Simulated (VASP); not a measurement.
# CrO₂: DFT+U ground state, by Hubbard U and LDAUTYPE

CrO₂, Fm-3m (no. 225), 6 atoms in the cell.

| Hubbard U (eV) | LDAUTYPE | Hund's J (eV) | Form of DFT+U | Gap (eV) | Largest site moment (muB) | Time (s) |
|---|---|---|---|---|---|---|
| Cr shell d, U 5.5 | 1 | 0.5 | Liechtenstein, U + J and J | 0.94 | 2.26 | 29 |
| Cr shell d, U 5 | 1 | – | Liechtenstein, J = 0 | 0.76 | 2.38 | 30 |
| Cr shell d, U 5.5 | 2 | 0.5 | Dudarev, U + J and J | 0.76 | 2.38 | 31 |
| Cr shell d, U 5 | 2 | – | Dudarev, U alone | 0.76 | 2.38 | 32 |
| Cr shell d, U 5, O shell p, U 4 | 2 | – | Dudarev, U on the anion p shell too | 0.74 | 2.46 | 32 |
| Cr shell d, U 5 | 2 | – | Dudarev, U alone, symmetry off and atoms nudged | 0.65 | 2.43 | 106 |
| Cr shell d, U 5.5 | 4 | 0.5 | type 4, U + J and J | 1.03 | 2.01 | 31 |
| – | – | – | none | 0.71 | 2.04 | 29 |

Limits: The cell is the same for all forms and was relaxed for none; total energies under different U or different forms can't be compared; magnetic orders weren't compared, so this needn't be the magnetic ground state.

## Input of the first row

INCAR:
```
SYSTEM = CrO2
  PREC = Accurate
  ENCUT = 520
  EDIFF = 1E-6
  NELM = 200
  ALGO = Normal
  ISMEAR = 0
  SIGMA = 0.05
  LREAL = .FALSE.
  LASPH = .TRUE.
  LMAXMIX = 4
  LORBIT = 11
  LWAVE = .FALSE.
  LCHARG = .FALSE.
  GGA = PE
  ISPIN = 2
  MAGMOM = 4 -4 0 0 0 0
  ISIF = 2
  AMIX = 0.2
  BMIX = 1E-4
  AMIX_MAG = 0.8
  BMIX_MAG = 1E-4
  LDAU = .TRUE.
  LDAUTYPE = 1
  LDAUL = 2 -1
  LDAUU = 5.5 0
  LDAUJ = 0.5 0
  LDAUPRINT = 1
```

KPOINTS:
```
k-points
0
Gamma
  7 7 5
```

POSCAR:
```
CrO2
1.0
    0.0000000000      2.3830650000      2.3830650000
    0.0000000000     -2.3830650000      2.3830650000
    4.7661300000      0.0000000000      0.0000000000
Cr O
2 4
Direct
    0.0000000000      0.0000000000      0.0000000000
    0.5000000000      0.5000000000      0.5000000000
    0.5000000000      0.0000000000      0.2500000000
    0.0000000000      0.5000000000      0.7500000000
    0.5000000000      0.0000000000      0.7500000000
    0.0000000000      0.5000000000      0.2500000000
```

Commands:
```
cat potpaw_PBE.64/Cr_pv/POTCAR potpaw_PBE.64/O/POTCAR > POTCAR
mpirun -np 4 vasp_std > vasp.out
```

VASP 6.6.1 took 29 s on 4 cores (Intel Xeon Platinum 8259CL @ 2.50GHz (Skylake/Cascade Lake)), a shared host.
